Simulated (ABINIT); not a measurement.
# Te2Pt (Moncheite) (P-3m1) in ABINIT: a series of runs

Aim: see how the results for Te2Pt (Moncheite) move with the level of theory and the settings. Levels: LDA, PBE. Tasks: single point.

Everything below comes from runs of ABINIT 10.8.3 (patched build). Logs are shortened: lines on timing, memory, paths and dates and some standing lists are left out, and cuts for length are marked. The log counts tension as positive stress, the text compression.

## Step 1: Starting point

The structure is trigonal, space group P-3m1 (No. 164). Conventional cell: a = 4.010 Å, b = 4.010 Å, c = 5.201 Å, α = 90.00°, β = 90.00°, γ = 120.00°. Around Pt (site symmetry -3m) lie 6 Te at 2.66 Å. Te (site symmetry 3m) is surrounded by 3 Pt at 2.66 Å.

## Step 2: Single point, LDA

File run.abi:

```
# Pseudopotentials
pp_dirpath "./"
pseudos "Pt.LDA_PW-JTH.xml, Te.LDA_PW-JTH.xml"

# Structure
acell 4.01 4.01 5.201 Angstrom
rprim
     1.0000000000     0.0000000000     0.0000000000
    -0.5000000000     0.8660254038     0.0000000000
     0.0000000000     0.0000000000     1.0000000000
ntypat 2
znucl 78 52
natom 3
typat 1 2 2
xred
     0.0000000000     0.0000000000     0.0000000000
     0.6666666667     0.3333333333     0.7500000000
     0.3333333333     0.6666666667     0.2500000000

# Plane-wave basis
ecut 20.0
pawecutdg 40.0

# k points
kptopt 1
ngkpt 10 10 6
nshiftk 1
shiftk 0.0 0.0 0.0

# Exchange and correlation
ixc 7

# Bands and occupations
nband 15
occopt 3
tsmear 0.05 eV

# SCF cycle
nstep 100
tolvrs 1.0e-9

# Output
iomode 3
prtwf 0
prtden 0
prteig 0
prtebands 0
enunit 1
```

Potentials or basis: JTH PAW LDA v2.0.

Launch:

```
abinit run.abi > log 2>&1
```

run.abo:

```text
.Version 10.8.3 of ABINIT
 Symmetries : space group P-3 m 1 (#164); Bravais hP (primitive hexag.)
================================================================================
 Values of the parameters that define the memory need of the present run
     intxc =       0    ionmov =       0      iscf =      17    lmnmax =      18
     lnmax =       6     mgfft =      40  mpssoang =       3    mqgrid =    3001
     natom =       3  nloc_mem =       2    nspden =       1   nspinor =       1
    nsppol =       1      nsym =      12    n1xccc =       1    ntypat =       2
    occopt =       3   xclevel =       1
       mpw =        2120          nfft =       40960          nkpt =          72
 PAW method is used; the additional fine FFT grid is defined by:
   mgfftf=        60    nfftf =    121500
================================================================================
================================================================================

--------------------------------------------------------------------------------
------------- Echo of variables that govern the present computation ------------
--------------------------------------------------------------------------------
 -outvars: echo values of preprocessed input variables --------
            acell      7.5778017649E+00  7.5778017649E+00  9.8284655808E+00 Bohr
              amu      1.95080000E+02  1.27600000E+02
             ecut      2.00000000E+01 Hartree
           enunit           1
                       outvar_i_n : Printing only first  50 k-points.
              ixc           7
                       outvar_i_n : Printing only first  50 k-points.
         kptrlatt       10    0    0      0   10    0      0    0    6
          kptrlen      5.89707935E+01
            natom           3
            nband          15
            ngfft          32      32      40
          ngfftdg          45      45      60
             nkpt          72
            nstep         100
             nsym          12
           ntypat           2
                       prtocc : prtvol=0, do not print more k-points.
           occopt           3
        pawecutdg      4.00000000E+01 Hartree
           prtden           0
        prtebands           0
           prteig           0
            prtwf           0
            rprim      1.0000000000E+00  0.0000000000E+00  0.0000000000E+00
                      -5.0000000000E-01  8.6602540380E-01  0.0000000000E+00
                       0.0000000000E+00  0.0000000000E+00  1.0000000000E+00
          spgroup         164
           tolvrs      1.00000000E-09
           tsmear      1.83746611E-03 Hartree
            typat      1  2  2
           useylm           1
                       outvars : Printing only first  50 k-points.
           xangst      0.0000000000E+00  0.0000000000E+00  0.0000000000E+00
                       2.0050000000E+00  1.1575872897E+00  3.9007500000E+00
                      -3.8753575788E-16  2.3151745795E+00  1.3002500000E+00
            xcart      0.0000000000E+00  0.0000000000E+00  0.0000000000E+00
                       3.7889008824E+00  2.1875229445E+00  7.3713491856E+00
                      -7.3233644639E-16  4.3750458889E+00  2.4571163952E+00
             xred      0.0000000000E+00  0.0000000000E+00  0.0000000000E+00
                       6.6666666667E-01  3.3333333333E-01  7.5000000000E-01
                       3.3333333333E-01  6.6666666667E-01  2.5000000000E-01
            znucl       78.00000   52.00000

================================================================================

 chkinp: Checking input parameters for consistency.

================================================================================
== DATASET  1 ==================================================================

--- !DatasetInfo
iteration_state: {dtset: 1, }
dimensions: {natom: 3, nkpt: 72, mband: 15, nsppol: 1, nspinor: 1, nspden: 1, mpw: 2120, }
cutoff_energies: {ecut:  20.0, pawecutdg:  40.0, }
electrons: {nelect:   2.20000000E+01, charge:   0.00000000E+00, occopt:   3.00000000E+00, tsmear:   1.83746611E-03, }
meta: {optdriver: 0, ionmov: 0, optcell: 0, iscf: 17, paral_kgb: 0, }
...

 Exchange-correlation functional for the present dataset will be:
  LDA: Perdew-Wang 92 LSD fit to Ceperley-Alder data - ixc=7
  J.P.Perdew and Y.Wang, PRB 45, 13244 (1992)

 Real(R)+Recip(G) space primitive vectors, cartesian coordinates (Bohr,Bohr^-1):
 R(1)=  7.5778018  0.0000000  0.0000000  G(1)=  0.1319644  0.0761897  0.0000000
 R(2)= -3.7889009  6.5625688  0.0000000  G(2)=  0.0000000  0.1523794  0.0000000
 R(3)=  0.0000000  0.0000000  9.8284656  G(3)=  0.0000000  0.0000000  0.1017453
 Unit cell volume ucvol=  4.8876808E+02 bohr^3
 Angles (23,13,12)=  9.00000000E+01  9.00000000E+01  1.20000000E+02 degrees

[... 65 lines left out ...]
iteration_state: {dtset: 1, }
comment   : Summary of ground state results
lattice_vectors:
- [  7.5778018,   0.0000000,   0.0000000, ]
- [ -3.7889009,   6.5625688,   0.0000000, ]
- [  0.0000000,   0.0000000,   9.8284656, ]
lattice_lengths: [   7.57780,    7.57780,    9.82847, ]
lattice_angles: [ 90.000,  90.000, 120.000, ] # degrees, (23, 13, 12)
lattice_volume:   4.8876808E+02
convergence: {deltae:  8.534E-12, res2:  8.017E-10, residm:  1.017E-04, diffor: null, }
etotal    :  -4.40879447E+01
entropy   :   0.00000000E+00
fermie    :  -1.39016921E-01
cartesian_stress_tensor: # hartree/bohr^3
- [ -1.14527540E-04,   0.00000000E+00,   0.00000000E+00, ]
- [  0.00000000E+00,  -1.14527541E-04,   0.00000000E+00, ]
- [  0.00000000E+00,   0.00000000E+00,  -7.92124283E-05, ]
pressure_GPa:   3.0232E+00
xred      :
- [  0.0000E+00,   0.0000E+00,   0.0000E+00, Pt]
- [  6.6667E-01,   3.3333E-01,   7.5000E-01, Te]
- [  3.3333E-01,   6.6667E-01,   2.5000E-01, Te]
cartesian_forces: # hartree/bohr
- [ -4.73777718E-29,  -2.46182124E-28,  -0.00000000E+00, ]
- [  2.36888859E-28,   5.74424956E-28,  -1.54520294E-02, ]
- [ -1.89511087E-28,  -3.28242832E-28,   1.54520294E-02, ]
force_length_stats: {min:   2.50699604E-28, max:   1.54520294E-02, mean:   1.03013529E-02, }
...

 Integrated electronic density in atomic spheres:
 ------------------------------------------------
 Atom  Sphere_radius  Integrated_density
    1        2.51622          8.75360946
    2        2.31107          3.14049780
    3        2.31107          3.14049780

================================================================================

 ----iterations are completed or convergence reached----

 Mean square residual over all n,k,spin=   14.213E-08; max=  10.169E-05
 reduced coordinates (array xred) for    3 atoms
       0.000000000000      0.000000000000      0.000000000000
       0.666666666667      0.333333333333      0.750000000000
       0.333333333333      0.666666666667      0.250000000000
 rms dE/dt=  7.1592E-02; max dE/dt=  1.5187E-01; dE/dt below (all hartree)
    1       0.000000000000      0.000000000000      0.000000000000
    2      -0.000000000000     -0.000000000000      0.151869738809
    3       0.000000000000      0.000000000000     -0.151869738809

 cartesian coordinates (angstrom) at end:
    1      0.00000000000000     0.00000000000000     0.00000000000000
    2      2.00500000000000     1.15758728974600     3.90075000000000
    3     -0.00000000000000     2.31517457949200     1.30025000000000

 cartesian forces (hartree/bohr) at end:
    1     -0.00000000000000    -0.00000000000000    -0.00000000000000
    2      0.00000000000000     0.00000000000000    -0.01545202936913
    3     -0.00000000000000    -0.00000000000000     0.01545202936913
 frms,max,avg= 7.2841565E-03 1.5452029E-02   0.000E+00  0.000E+00  0.000E+00 h/b

 cartesian forces (eV/Angstrom) at end:
    1     -0.00000000000000    -0.00000000000000    -0.00000000000000
    2      0.00000000000000     0.00000000000000    -0.79457529740467
    3     -0.00000000000000    -0.00000000000000     0.79457529740467
 frms,max,avg= 3.7456639E-01 7.9457530E-01   0.000E+00  0.000E+00  0.000E+00 e/A
 length scales=  7.577801764890  7.577801764890  9.828465580846 bohr
              =  4.010000000000  4.010000000000  5.201000000000 angstroms
 Fermi (or HOMO) energy (eV) =  -3.78284   Average Vxc (eV)= -10.60028
 Eigenvalues (   eV  ) for nkpt=  72  k points:
 kpt#   1, nband= 15, wtk=  0.00167, kpt=  0.0000  0.0000  0.0000 (reduced coord)
 -18.17588  -14.67352  -10.68286   -9.89390   -9.89390   -7.76149   -7.76149   -6.47638
  -4.38940   -4.38940   -2.63745   -2.63745   -2.45481   -1.06666    0.46518
 prteigrs : prtvol=0 or 1, do not print more k-points.

--- !EnergyTerms
iteration_state     : {dtset: 1, }
comment             : Components of total free energy in Hartree
kinetic             :  1.28093063019561E+01
hartree             :  8.21512431129330E+00
xc                  : -1.11379320794993E+01
Ewald energy        : -4.09725226013039E+01
psp_core            :  1.11972072769085E+01
local_psp           : -2.42828183181873E+01
PAW spherical_terms :  8.40564157888544E-02
internal            : -4.40875786930436E+01
'-kT*entropy'       : -3.45146131011313E-04
total_energy        : -4.40879238391746E+01
total_energy_eV     : -1.19969352437117E+03
...

--- !EnergyTermsDC
iteration_state     : {dtset: 1, }
comment             : '"Double-counting" decomposition of free energy'
band_energy         : -7.55277103784792E+00
Ewald energy        : -4.09725226013039E+01
psp_core            :  1.11972072769085E+01
xc_dc               : -9.81287275402269E+00
PAW spherical_terms :  3.05335952187237E+00
internal            : -4.40875995943936E+01
'-kT*entropy'       : -3.45146131011313E-04
total_energy_dc     : -4.40879447405246E+01
total_energy_dc_eV  : -1.19969409312588E+03
...

--- !EnergyTermsWithPAWCore
iteration_state     : {dtset: 1, }
comment             : 'Components of total free energy, including PAW core contributions'
Total energy        : -3.19815312580521E+04
Total energy DC     : -3.19815312789535E+04
Total energy (eV)   : -8.70261799800770E+05
Total energy DC (eV): -8.70261800369525E+05
...

 Cartesian components of stress tensor (hartree/bohr^3)
  sigma(1 1)= -1.14527540E-04  sigma(3 2)=  0.00000000E+00
  sigma(2 2)= -1.14527541E-04  sigma(3 1)=  0.00000000E+00
  sigma(3 3)= -7.92124283E-05  sigma(2 1)=  0.00000000E+00

-Cartesian components of stress tensor (GPa)         [Pressure=  3.0232E+00 GPa]
- sigma(1 1)= -3.36951656E+00  sigma(3 2)=  0.00000000E+00
- sigma(2 2)= -3.36951658E+00  sigma(3 1)=  0.00000000E+00
- sigma(3 3)= -2.33051010E+00  sigma(2 1)=  0.00000000E+00

== END DATASET(S) ==============================================================
================================================================================

 -outvars: echo values of variables after computation  --------
            acell      7.5778017649E+00  7.5778017649E+00  9.8284655808E+00 Bohr
           etotal     -4.4087944741E+01
            fcart     -4.7377771843E-29 -2.4618212394E-28 -0.0000000000E+00
                       2.3688885921E-28  5.7442495586E-28 -1.5452029369E-02
                      -1.8951108737E-28 -3.2824283192E-28  1.5452029369E-02
            rprim      1.0000000000E+00  0.0000000000E+00  0.0000000000E+00
                      -5.0000000000E-01  8.6602540380E-01  0.0000000000E+00
                       0.0000000000E+00  0.0000000000E+00  1.0000000000E+00
           strten     -1.1452754002E-04 -1.1452754084E-04 -7.9212428265E-05
                       0.0000000000E+00  0.0000000000E+00  0.0000000000E+00
           xangst      0.0000000000E+00  0.0000000000E+00  0.0000000000E+00
                       2.0050000000E+00  1.1575872897E+00  3.9007500000E+00
                      -3.8753575788E-16  2.3151745795E+00  1.3002500000E+00
             xred      0.0000000000E+00  0.0000000000E+00  0.0000000000E+00
                       6.6666666667E-01  3.3333333333E-01  7.5000000000E-01
                       3.3333333333E-01  6.6666666667E-01  2.5000000000E-01
 Calculation completed.
```

Run time: 96 s. Hardware: 1 thread of Arm Neoverse V1, shared host; peak memory 0.17 GiB.

What came out:

* Free energy: -1199.6941 eV
* Pressure: 3.0 GPa
* Largest force: 0.795 eV/Å
* Band gap on the k mesh: none (metal or under the smearing width)
* Valence electrons inside the program's atomic spheres: Pt 8.75; Te 3.14

Forces on the atoms (eV/Å):
```
Pt   0.000  0.000  0.000
Te   0.000  0.000 -0.795
Te   0.000  0.000  0.795
```

## Step 3: Single point, LDA

run.abi: that of step 2 with these lines changed.

```diff
@@ -5,7 +5,7 @@
 # Structure
-acell 4.01 4.01 5.201 Angstrom
+acell 3*1.0
 rprim
-     1.0000000000     0.0000000000     0.0000000000
-    -0.5000000000     0.8660254038     0.0000000000
-     0.0000000000     0.0000000000     1.0000000000
+     7.5778017597     0.0000000000     0.0000000000
+    -3.7889008799     6.5625688288     0.0000000000
+     0.0000000000     0.0000000000     9.8284655742
 ntypat 2
@@ -25,3 +25,3 @@
 kptopt 1
-ngkpt 10 10 6
+ngkpt 6 6 4
 nshiftk 1
@@ -35,3 +35,3 @@
 occopt 3
-tsmear 0.05 eV
+tsmear 0.00183747
 
@@ -47,2 +47 @@
 prtebands 0
-enunit 1
```

Potentials or basis: JTH PAW LDA v2.0.

Launch:

```
abinit run.abi > log 2>&1
```

Run time: 32 s. Hardware: 1 thread of Arm Neoverse V1, shared host; peak memory 0.12 GiB.

The run converged. Its results:

```
Free energy                                           : -1199.6911 eV
Pressure                                              : 3.0 GPa
Largest force                                         : 0.826 eV/Å
Band gap on the k mesh                                : none (metal or under the smearing width)
Valence electrons inside the program's atomic spheres : Pt 8.75; Te 3.14
```

Forces on the atoms (eV/Å):
```
Pt   0.000  0.000  0.000
Te   0.000  0.000 -0.826
Te   0.000  0.000  0.826
```

Stress tensor (GPa, compression positive):
```
3.26 0.00 0.00
0.00 3.26 0.00
0.00 0.00 2.58
```

Levels at points of the mesh, in eV from the Fermi level:
```
           k point  band 8  band 9  band 10  band 11  band 12  band 13  band 14  band 15
(0.00, 0.00, 0.00)   -2.71   -0.62    -0.62     1.13     1.13     1.31     2.71     4.23
(0.50, 0.00, 0.00)   -3.64   -3.59    -3.51    -2.94     0.20     2.57     3.68     5.35
(0.00, 0.00, 0.50)   -2.38   -1.40    -1.18    -1.18     2.26     2.26     4.11     5.11
(0.50, 0.00, 0.50)   -3.60   -3.35    -2.73    -0.82     0.60     1.33     4.27     4.30
```

## Step 4: Single point, PBE

run.abi: that of step 3 with these lines changed.

```diff
@@ -2,3 +2,3 @@
 pp_dirpath "./"
-pseudos "Pt.LDA_PW-JTH.xml, Te.LDA_PW-JTH.xml"
+pseudos "Pt.GGA_PBE-JTH.xml, Te.GGA_PBE-JTH.xml"
 
@@ -30,3 +30,3 @@
 # Exchange and correlation
-ixc 7
+ixc 11
```

Potentials or basis: JTH PAW PBE v2.0.

Launch:

```
abinit run.abi > log 2>&1
```

run.abo:

```text
.Version 10.8.3 of ABINIT
 Symmetries : space group P-3 m 1 (#164); Bravais hP (primitive hexag.)
================================================================================
 Values of the parameters that define the memory need of the present run
     intxc =       0    ionmov =       0      iscf =      17    lmnmax =      18
     lnmax =       6     mgfft =      40  mpssoang =       3    mqgrid =    3001
     natom =       3  nloc_mem =       2    nspden =       1   nspinor =       1
    nsppol =       1      nsym =      12    n1xccc =       1    ntypat =       2
    occopt =       3   xclevel =       2
       mpw =        2108          nfft =       40960          nkpt =          24
 PAW method is used; the additional fine FFT grid is defined by:
   mgfftf=        60    nfftf =    121500
================================================================================
================================================================================

--------------------------------------------------------------------------------
------------- Echo of variables that govern the present computation ------------
--------------------------------------------------------------------------------
 -outvars: echo values of preprocessed input variables --------
            acell      1.0000000000E+00  1.0000000000E+00  1.0000000000E+00 Bohr
              amu      1.95080000E+02  1.27600000E+02
             ecut      2.00000000E+01 Hartree
              ixc          11
         kptrlatt        6    0    0      0    6    0      0    0    4
[... 233 lines left out ...]
total_energy_dc_eV  : -1.18904460513288E+03
...

--- !EnergyTermsWithPAWCore
iteration_state     : {dtset: 1, }
comment             : 'Components of total free energy, including PAW core contributions'
Total energy        : -3.20029656903931E+04
Total energy DC     : -3.20029656802100E+04
Total energy (eV)   : -8.70845060418165E+05
Total energy DC (eV): -8.70845060141069E+05
...

 Cartesian components of stress tensor (hartree/bohr^3)
  sigma(1 1)= -3.55847036E-04  sigma(3 2)=  0.00000000E+00
  sigma(2 2)= -3.55847037E-04  sigma(3 1)=  0.00000000E+00
  sigma(3 3)= -2.90973793E-04  sigma(2 1)=  1.74262127E-13

-Cartesian components of stress tensor (GPa)         [Pressure=  9.8332E+00 GPa]
- sigma(1 1)= -1.04693813E+01  sigma(3 2)=  0.00000000E+00
- sigma(2 2)= -1.04693813E+01  sigma(3 1)=  0.00000000E+00
- sigma(3 3)= -8.56074454E+00  sigma(2 1)=  5.12696879E-09

== END DATASET(S) ==============================================================
================================================================================

 -outvars: echo values of variables after computation  --------
            acell      1.0000000000E+00  1.0000000000E+00  1.0000000000E+00 Bohr
           etotal     -4.3696583275E+01
            fcart     -1.1844442969E-29  2.0515177009E-29  1.1564823173E-18
                      -2.2504441641E-28 -2.2566694710E-28 -2.4039315974E-02
                       2.3688885938E-28  2.0515177009E-28  2.4039315974E-02
            rprim      7.5778017597E+00  0.0000000000E+00  0.0000000000E+00
                      -3.7889008799E+00  6.5625688288E+00  0.0000000000E+00
                       0.0000000000E+00  0.0000000000E+00  9.8284655742E+00
           strten     -3.5584703639E-04 -3.5584703679E-04 -2.9097379274E-04
                       0.0000000000E+00  0.0000000000E+00  1.7426212713E-13
           xangst      0.0000000000E+00  0.0000000000E+00  0.0000000000E+00
                       2.0049999986E+00  1.1575872889E+00  3.9007499974E+00
                      -1.7639340815E-11  2.3151745779E+00  1.3002499991E+00
             xred      0.0000000000E+00  0.0000000000E+00  0.0000000000E+00
                       6.6666666667E-01  3.3333333333E-01  7.5000000000E-01
                       3.3333333333E-01  6.6666666667E-01  2.5000000000E-01
 Calculation completed.
```

Wall time 40 s (1 thread of Arm Neoverse V1, shared host); peak memory 0.14 GiB.

Results:

- Free energy: -1189.0446 eV
- Pressure: 9.8 GPa
- Largest force: 1.236 eV/Å
- Band gap on the k mesh: none (metal or under the smearing width)
- Valence electrons inside the program's atomic spheres: Pt 8.75; Te 3.12

Forces on the atoms (eV/Å):
```
Pt   0.000  0.000  0.000
Te   0.000  0.000 -1.236
Te   0.000  0.000  1.236
```

Levels at points of the mesh, in eV from the Fermi level:
```
           k point  band 8  band 9  band 10  band 11  band 12  band 13  band 14  band 15
(0.00, 0.00, 0.00)   -2.76   -0.63    -0.63     1.11     1.11     1.32     2.71     4.37
(0.50, 0.00, 0.00)   -3.69   -3.62    -3.53    -2.95     0.20     2.57     3.68     5.37
(0.00, 0.00, 0.50)   -2.36   -1.40    -1.20    -1.20     2.25     2.25     4.11     5.06
(0.50, 0.00, 0.50)   -3.66   -3.39    -2.76    -0.84     0.58     1.36     4.30     4.34
```

Caveat: forces of over 1 eV/Å show positions far from the minimum, so gaps and moduli don't describe the material at rest. The run has no spin-orbit coupling, so splittings on Pt, Te are missing.

## Step 5: The runs side by side

| level | potentials or basis | k mesh | gap on the mesh (eV) | pressure (GPa) | largest force (eV/Å) |
| --- | --- | --- | --- | --- | --- |
| LDA | JTH PAW LDA v2.0 | 10 × 10 × 6 | none | 3.0 | 0.79 |
| LDA | JTH PAW LDA v2.0 | 6 × 6 × 4 | none | 3.0 | 0.83 |
| PBE | JTH PAW PBE v2.0 | 6 × 6 × 4 | none | 9.8 | 1.24 |

Alike in all rows: task single point; no spin polarisation; cell as given; cutoff (eV) 544; smearing fermi-dirac 0.05 eV.

Caveats: forces of over 1 eV/Å show positions far from the minimum, so gaps and moduli don't describe the material at rest (some runs).

Total energies depend on the potentials used, so only differences within one code and one set of settings carry meaning.
